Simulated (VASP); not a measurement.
# Al (P6_3/mmc) in VASP: notebook

The runs below take Al through single point, with LDA.

Everything below comes from runs of VASP 6.6.1. Logs are shortened: lines on timing, memory, paths and dates and some standing lists are left out, and cuts for length are marked.

**1. The structure**

Symmetry: P6_3/mmc, No. 194, hexagonal system. Conventional cell: a = 2.836 Å, b = 2.836 Å, c = 4.573 Å, α = 90.00°, β = 90.00°, γ = 120.00°. Al (site symmetry -6m2) has 12 Al at 2.81 to 2.84 Å as nearest neighbours.

This isn't the form of Al at room conditions, which is fcc.

**2. Single point, LDA**

INCAR reads:

```
SYSTEM = Al
PREC     = Accurate       ! precision mode
ENCUT    = 520            ! plane-wave cutoff, eV
EDIFF    = 1E-7           ! SCF threshold, eV
ISMEAR   = -1             ! smearing method
SIGMA    = 0.1            ! smearing width, eV
LREAL    = .FALSE.        ! projectors in reciprocal space
LASPH    = .TRUE.         ! aspherical terms in the spheres
NELM     = 100            ! most SCF steps
ALGO     = Normal         ! electronic algorithm
ISIF     = 2              ! what is computed and relaxed
LWAVE    = .FALSE.        ! write WAVECAR
LCHARG   = .TRUE.         ! write CHGCAR
GGA      = CA             ! functional
LELF     = .TRUE.         ! ELF
LVHAR    = .TRUE.       
NBANDS   = 10             ! bands
```

KPOINTS reads:

```
regular mesh
0
G
  21 21 11
  0 0 0
```

POSCAR reads:

```
Al
1.0
    2.8359830124      0.0000000000      0.0000000000
   -1.4179915062      2.4560333335      0.0000000000
    0.0000000000      0.0000000000      4.5733534749
Al
2
Direct
    0.3333333333      0.6666666667      0.2500000000
    0.6666666667      0.3333333333      0.7500000000
```

Potentials or basis: VASP PAW LDA potentials, release 64 (Al).

Command:

```console
$ cat potpaw_LDA.64/Al/POTCAR > POTCAR
$ mpirun -np 1 vasp_std > vasp.out
```

OUTCAR:

```text
SYSTEM = Al
   PREC = Accurate
   ENCUT = 520
   EDIFF = 1E-7
   ISMEAR = -1
   LREAL = .FALSE.
   LASPH = .TRUE.
   NELM = 100
   ISIF = 2
   GGA = CA

 ion  position               nearest neighbor table
   1  0.333  0.667  0.250-   2 2.81   2 2.81   2 2.81   2 2.81   2 2.81   2 2.81
   2  0.667  0.333  0.750-   1 2.81   1 2.81   1 2.81   1 2.81   1 2.81   1 2.81

  LATTYP: Found a hexagonal cell.
 ALAT       =     2.8359830124
 C/A-ratio  =     1.6126166676

  Lattice vectors:

 A1 = (   2.8359830124,   0.0000000000,   0.0000000000)
 A2 = (  -1.4179915062,   2.4560333335,   0.0000000000)
 A3 = (   0.0000000000,   0.0000000000,   4.5733534749)

Analysis of symmetry for initial positions (statically):
=====================================================================
 Subroutine PRICEL returns:
 Original cell was already a primitive cell.

 Routine SETGRP: Setting up the symmetry group for a
 hexagonal supercell.

 Subroutine GETGRP returns: Found 24 space group operations
 (whereof 12 operations were pure point group operations)
 out of a pool of 24 trial point group operations.

The static configuration has the point symmetry D_3d.
 The point group associated with its full space group is D_6h.

Analysis of symmetry for dynamics (positions and initial velocities):
=====================================================================
 Subroutine PRICEL returns:
 Original cell was already a primitive cell.

 Routine SETGRP: Setting up the symmetry group for a
 hexagonal supercell.

 Subroutine GETGRP returns: Found 24 space group operations
 (whereof 12 operations were pure point group operations)
 out of a pool of 24 trial point group operations.

The dynamic configuration has the point symmetry D_3d.
 The point group associated with its full space group is D_6h.

 Subroutine INISYM returns: Found 24 space group operations
 (whereof 12 operations are pure point group operations),
 and found     1 'primitive' translations

----------------------------------------------------------------------------------------

                                     Primitive cell

  volume of cell :      31.8546

  direct lattice vectors                    reciprocal lattice vectors
     2.835983012  0.000000000  0.000000000     0.352611421  0.203580299  0.000000000
    -1.417991506  2.456033334  0.000000000     0.000000000  0.407160598  0.000000000
     0.000000000  0.000000000  4.573353475     0.000000000  0.000000000  0.218657929

  length of vectors
     2.835983012  2.835983012  4.573353475     0.407160598  0.407160598  0.218657929
[... 89 lines left out ...]
   POTIM  = 0.5000    time-step for ionic-motion
   TEBEG  =    0.0;   TEEND  =   0.0 temperature during run
   PSTRESS=    0.0 pullay stress
   NELECT =       6.0000    total number of electrons
   NUPDOWN=      -1.0000    fix difference up-down
   EMIN   =  10.00;   EMAX   =-10.00  energy-range for DOS
   EFERMI =   0.00;   METHOD = LEGACY
   ISMEAR =    -1;   SIGMA  =   0.10  broadening in eV -4-tet -1-fermi 0-gaus
   EFERMI_NEDOS =   21; number of points for ismear=-14 and -15
   IALGO  =     38    algorithm
   IMIX   =      4    mixing-type and parameters
     AMIX     =   0.40;   BMIX     =  1.00
     AMIX_MAG =   1.60;   BMIX_MAG =  1.00
  volume/ion in A,a.u.               =      15.93       107.48
  Fermi-wavevector in a.u.,A,eV,Ry     =   0.938428  1.773372 11.981935  0.880647
  Thomas-Fermi vector in A             =   2.065639
   LORBIT       =      0    0 simple, 1 ext, 2 COOP (PROOUT), +10 PAW based schemes
   GGA     = CA    functional components
   LHFCALC =     F    Hartree Fock is set to
   AEXX    =    0.0000 exact exchange contribution
   IVDW    =     0    specifies the selected vdW correction
   LEPSILON=     F    determine dielectric tensor
   LRPA    =     F    only Hartree local field effects (RPA)
 non-spin polarized calculation
  energy-cutoff  :      520.00
  volume of cell :       31.85
 maximum number of plane-waves:       872
 NGX is ok and might be reduce to    24
   NGX = 11   NGY = 11   NGZ = 17

 number of electron       6.0000000 magnetization

 Free energy of the ion-electron system (eV)
  ---------------------------------------------------
  ext. energy  EPLUGINS =         0.00000000
  ---------------------------------------------------
  free energy    TOTEN  =        -8.32476696 eV

  energy without entropy =       -8.29682989  energy(sigma->0) =       -8.31079843

 E-fermi :   8.1658     XC(G=0): -10.4762

 val. band max:        8.1594609268   @ k =   0.1905   0.1429   0.1818
 cond. band min:       8.1753534968   @ k =   0.4762   0.0476   0.0909
 fundamental gap:      0.0158925700
 Fermi energy:         8.1658050574

 k-point     1 :       0.0000    0.0000    0.0000
  band No.  band energies     occupation
      1      -3.1855      2.00000
      2       3.5445      2.00000
      3       3.8735      2.00000
      4      18.6939      0.00000
      5      18.6939      0.00000
      6      19.1292      0.00000
      7      19.1292      0.00000
      8      20.5634      0.00000
      9      22.2780      0.00000
     10      23.1013      0.00000
[... 287 lines left out ...]
 k-point    24 :       0.1905    0.0952    0.0000
  band No.  band energies     occupation
      1      -1.6408      2.00000
      2       4.9775      2.00000
      3       5.3503      2.00000
      4      10.6795      0.00000
      5      12.7419      0.00000
      6      16.7438      0.00000
      7      17.1319      0.00000
      8      19.2096      0.00000
      9      19.2565      0.00000
     10      19.3694      0.00000

 [... further k-points ...]

------------------------ aborting loop because EDIFF is reached ----------------------------------------

  FORCE on cell =-STRESS in cart. coord.  units (eV):
  Direction    XX          YY          ZZ          XY          YZ          ZX
  --------------------------------------------------------------------------------------
  -------------------------------------------------------------------------------------
  Total       -0.0804304     -0.0804304      0.2647416      0.0000000      0.0000000     -0.0000000
  in kB       -4.0453669     -4.0453669     13.3155829      0.0000000      0.0000000     -0.0000000
  external PRESSURE =       1.7416164 kB  Pullay stress =       0.0000000 kB

 VOLUME and BASIS-vectors are now :
 -----------------------------------------------------------------------------
  energy-cutoff  :      520.00
  volume of cell :       31.85
      direct lattice vectors                 reciprocal lattice vectors
     2.835983012  0.000000000  0.000000000     0.352611421  0.203580299  0.000000000
    -1.417991506  2.456033334  0.000000000     0.000000000  0.407160598  0.000000000
     0.000000000  0.000000000  4.573353475     0.000000000  0.000000000  0.218657929

 POSITION                                       TOTAL-FORCE (eV/Angst)
 -----------------------------------------------------------------------------------
     -0.00000      1.63736      1.14334        -0.000000      0.000000      0.000000
      1.41799      0.81868      3.43002         0.000000     -0.000000      0.000000
 -----------------------------------------------------------------------------------
    total drift:                               -0.000000      0.000000     -0.000000

  FREE ENERGIE OF THE ION-ELECTRON SYSTEM (eV)
  ---------------------------------------------------
  free  energy   TOTEN  =        -8.3247669621 eV

  energy  without entropy=       -8.2968298930  energy(sigma->0) =       -8.31079843
```

OSZICAR:

```text
N       E                     dE             d eps       ncg     rms          rms(c)
DAV:   1    -0.842069685920E+00   -0.84207E+00   -0.23621E+03  5768   0.475E+02
DAV:   2    -0.821981729872E+01   -0.73777E+01   -0.71307E+01  7480   0.550E+01
DAV:   3    -0.838691748457E+01   -0.16710E+00   -0.16534E+00  7656   0.654E+00
DAV:   4    -0.838745339716E+01   -0.53591E-03   -0.53585E-03  6912   0.425E-01
DAV:   5    -0.838745599201E+01   -0.25948E-05   -0.25958E-05  6998   0.306E-02    0.199E+00
DAV:   6    -0.834924546138E+01    0.38211E-01   -0.51124E-03  6468   0.325E-01    0.111E+00
DAV:   7    -0.832495449479E+01    0.24291E-01   -0.11794E-02  6122   0.483E-01    0.193E-01
DAV:   8    -0.832476745089E+01    0.18704E-03   -0.15037E-04  7964   0.671E-02    0.148E-02
DAV:   9    -0.832476701058E+01    0.44031E-06   -0.63892E-07  6732   0.477E-03    0.192E-03
DAV:  10    -0.832476696206E+01    0.48520E-07   -0.37809E-08  5114   0.941E-04
   1 F= -.83247670E+01 E0= -.83107984E+01  d E =-.279371E-01
```

Wall time 22 s (1 thread of Intel Xeon Platinum 8559C (Emerald Rapids), shared host); peak memory 0.18 GiB.

What came out:

- Free energy: -8.3248 eV
- Pressure: 0.2 GPa
- Band gap on the k mesh: none (metal or under the smearing width)

Stress tensor (GPa, compression positive):
```
-0.40  0.00  0.00
 0.00 -0.40  0.00
 0.00  0.00  1.33
```

**3. Single point, LDA**

INCAR reads:

```
ALGO = Fast ; EDIFF = 1E-6
ENCUT = 520 ; ISIF = 2
ISMEAR = -1 ; LASPH = True
LCHARG = False ; LREAL = False
LWAVE = False ; NBANDS = 10
NELM = 100 ; PREC = Accurate
SIGMA = 0.1
```

KPOINTS reads:

```
k-points
0
Gamma
  14 14 8
```

POSCAR is that of step 2.

Potentials or basis: VASP PAW LDA potentials, release 64 (Al).

Command:

```console
$ cat potpaw_LDA.64/Al/POTCAR > POTCAR
$ mpirun -np 1 vasp_std > vasp.out
```

It took 10 s on 1 thread of Intel Xeon Platinum 8559C (Emerald Rapids), shared host; peak memory 0.14 GiB.

The run converged. Its results:

```
Free energy            : -8.3220 eV
Pressure               : 0.1 GPa
Band gap on the k mesh : none (metal or under the smearing width)
```

Stress tensor (GPa, compression positive):
```
-0.50  0.00  0.00
 0.00 -0.50  0.00
 0.00  0.00  1.32
```

Levels at points of the mesh, in eV from the Fermi level:
| k point | band 1 | band 2 | band 3 | band 4 | band 5 | band 6 | band 7 | band 8 |
| --- | --- | --- | --- | --- | --- | --- | --- | --- |
| (0.00, 0.00, 0.00) | -11.35 | -4.62 | -4.30 | 10.53 | 10.53 | 10.96 | 10.96 | 12.39 |
| (0.50, 0.00, 0.00) | -5.48 | -5.27 | 0.61 | 1.28 | 1.52 | 1.89 | 5.54 | 7.34 |
| (0.00, 0.00, 0.50) | -9.60 | -9.60 | 3.73 | 3.73 | 11.80 | 11.80 | 11.80 | 11.80 |
| (0.50, 0.00, 0.50) | -4.03 | -4.03 | -3.30 | -3.30 | 7.03 | 7.03 | 7.69 | 7.69 |

(Part 1 of 2 ends here.)
